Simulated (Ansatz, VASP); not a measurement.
## TaN: VASP beside Ansatz

```
CELL_PARAMETERS angstrom
-0.06537 2.14631 2.14631
2.14631 -0.06537 2.14631
2.14631 2.14631 -0.06537
ATOMIC_POSITIONS crystal
Ta 0.50000 0.50000 0.50000
N 0.00000 0.00000 0.00000
```

Change from the starting cell: equal xy, yz and zx shear strains of -3 %, crystal datasets.

Alike in both runs: task electric field gradients; functional PBE; k mesh 9 × 9 × 9; occupations fermi-dirac, width 0.02 eV; no spin polarisation.

```csv
,VASP,Ansatz
version,VASP 6.6.1,Ansatz 0.2.0
potentials or method,"VASP PAW PBE potentials, release 64 (Ta_pv, N), cutoff 520 eV","all-electron PAW with datasets made for the crystal, scalar-relativistic"
```

```tsv
	VASP	Ansatz	Ansatz less VASP
pressure (GPa)	15.8	14.9	-0.92
largest component of the traceless stress (GPa)	2.10	2.13	+0.032
Vzz of the field gradient on the site that differs most (V/Å²)	6.1	-1.7	-7.78
```

Ansatz ran all-electron here, so the differences hold the error of VASP's frozen core and of both bases. Ansatz warned: «gradients_without_spin_orbit».

Caveats: so large a pressure means that the cell lies far from this level's equilibrium, or that cutoff or potentials fall short (VASP). The runs have no spin-orbit coupling, so splittings on Ta are missing.
